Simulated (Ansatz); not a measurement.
Z2 indices of BeTe, calculated with Ansatz

Space group F-43m (No. 216), 2 atoms in the cell of the first input below: a = 3.917 Å, b = 3.917 Å, c = 3.917 Å, α = 60.00°, β = 60.00°, γ = 60.00°.

The structure is a measured one, not always of the ambient phase, taken without relaxation (pressure 2.2 GPa with this functional, without spin–orbit coupling). Functional: PBEsol.

Input:

```yaml
crystal:
  lattice:
    - [0.0, 2.7700007385, 2.7700007385]
    - [2.7700007385, 0.0, 2.7700007385]
    - [2.7700007385, 2.7700007385, 0.0]
  atoms:
    - { symbol: Be, position: [0.0, 0.0, 0.0] }
    - { symbol: Te, position: [0.75, 0.75, 0.75] }
basis:
  ecutwfc: 420
  ecutrho_ratio: 4
kpoints:
  mp_grid: { grid: [6, 6, 6] }
hamiltonian:
  xc: pbesol
scf:
  occupations: { method: gaussian, width: 0.05 }
output:
  forces: true
  stress: true
  eigenvalues: true
  populations: true
  topological_invariants: true
magnetization:
  noncollinear: true
  spin_orbit: true
```

```bash
ansatz run input.yaml --threads 4 --pin off --max-ram 9216MiB --backend cpu --events-out ev --progress --plain --runs-dir out
```

Time: 12 s on 4 threads of Arm Neoverse V2, on a shared host, peak memory 0.58 GiB.

Without spin–orbit coupling the gap on a 10×10×10 mesh is 1.75 eV. With it, in a separate run (self-consistent on 8×8×8, bands on 16×16×16), a gap of 1.45 eV parts the filled from the empty bands (a gap on a mesh is an upper bound, as the edges may lie between its points, so gaps on unlike meshes don't measure the coupling's effect alone). The indices are those of the lowest 18 bands, and their direct separation from the next band is open. They come from Wilson loops on the time-reversal planes.

Q: The cell is scaled in volume by 0.96 and 1.05 with the atoms carried along. Do the indices change?

A: No.

| volume ratio | pressure with spin–orbit coupling (GPa) | smallest direct separation sampled (eV) | at k | separation | Z2 |
| --- | --- | --- | --- | --- | --- |
| 0.96 | 5.4 | 3.190 | 0.00 0.00 0.00 | open | (0;000) |
| 1.00 | 2.3 | 3.236 | 0.00 0.00 0.00 | open | (0;000) |
| 1.05 | -0.8 | 3.284 | 0.00 0.00 0.00 | open | (0;000) |

Caveats: Kohn–Sham gaps are too small; Z2 indices don't see topology that rests on crystal symmetry, and an even number of inversions cancels; the cell shown stands at 2.3 GPa, so it isn't this functional's equilibrium.

BeTe is a topologically trivial insulator at all three volumes, and nothing in the series suggests an approaching band inversion. The direct separation at Γ is far larger than the overall gap of 1.45 eV, which points to an indirect gap, in line with the known conduction minimum near X.

The valence top is mainly Te 5p, and spin–orbit coupling splits it by much less than its distance from the empty states at Γ. In HgTe, by contrast, the relativistically lowered Hg 6s level drops below the Te p states and inverts the order; light Be has no comparable level.

The separation at Γ shrinks slightly on compression, whereas an s-like antibonding conduction state would normally move away from the valence top. This suggests that the lowest empty state there is largely p-like, plausible because Be has no p core shell to push its 2p level up, but only an orbital projection could confirm it. The result doesn't carry over to the dense NiAs-type phase, whose bands are connected differently.
